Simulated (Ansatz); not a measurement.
## Calculated electric field gradients for ZnO under strain

The cell is a structure deposited in the COD, relaxed with PBE at fixed cell and then changed (z stretched by 3 %, ions relaxed).

```
Zn O
1.0
     3.24940    0.00000    0.00000
    -1.62470    2.81406    0.00000
     0.00000    0.00000    5.35991
Zn O
2 2
Direct
  0.33333 0.66667 0.00418
  0.66667 0.33333 0.50418
  0.33333 0.66667 0.37792
  0.66667 0.33333 0.87792
```

Atom numbers follow the list; atoms alike are taken as one site, whose name carries the number of the first.

Computed with Ansatz: DFT, PBE, plane waves and PAW, scalar-relativistic, 420 eV cutoff, Γ-centred 11×11×6 k-points, Fermi–Dirac smearing 0.02 eV.

C_Q = eQV_zz/h, which is 24.18 MHz for Q = 1 b and V_zz = 10²¹ V/m²; η = (V_xx − V_yy)/V_zz. Directions are in the Cartesian axes of the cell vectors above, for the atom listed; none is given where the gradient is under 0.02 or η is above 0.95.

```tsv
site	first atom	first shell	V_zz (10²¹ V/m²)	η	direction of V_zz (x, y, z)
Zn	1	4 O at 1.99–2.00 Å	0.15	0.00	0.00 0.00 1.00
O	3	4 Zn at 1.99–2.00 Å	0.43	0.00	0.00 0.00 1.00
```

An axis of threefold or higher order runs through Zn and O, so V_zz lies along it and η is zero.

With a gap of 0.7 eV on this mesh, small gradients can still move by 0.1 × 10²¹ V/m² or more as the k-mesh gets denser.

The relaxation (4 steps) took 6.5 s of wall time (6.4 s of CPU time) and 0.48 GiB at its peak, on 1 thread of AMD EPYC 9R45 (Zen 5) (x86_64; 16 cores open to the job, memory cap 3.0 GiB, no GPU), a shared host with a load of 0.3 a core.
